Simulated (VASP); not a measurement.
C:

```
CELL_PARAMETERS angstrom
0.00000 1.77745 1.77745
1.77745 0.00000 1.77745
1.77745 1.77745 0.00000
ATOMIC_POSITIONS crystal
C 0.00000 0.00000 0.00000
C 0.25000 0.25000 0.25000
```

This isn't the form of C at room conditions, which is graphite.

Base run:

- Program: VASP 6.6.1
- Functional: PBE0
- Potentials or basis: VASP PAW PBE potentials, release 64 (C)
- Cutoff: 520 eV
- k mesh: 8 × 8 × 8
- Occupations: gaussian, width 0.03 eV
- Spin: no spin polarisation

Its results: band gap on the k mesh 6.05 eV, indirect (least direct gap 7.73 eV); pressure -2.9 GPa.

Question: After a change of settings the same cell gave: band gap on the k mesh 4.15 eV, indirect (least direct gap 5.62 eV); pressure 7.0 GPa. Which change was it?
A. functional from PBE0 to PBE-EpsX
B. functional from PBE0 to PBE
C. functional from PBE0 to HSE06

Answer: B.

PBE0 gives the wider gap, since exact exchange removes part of the self-interaction.

Caveats: the PAW data sets were made with another functional, which shifts forces and pressure a little (some runs).
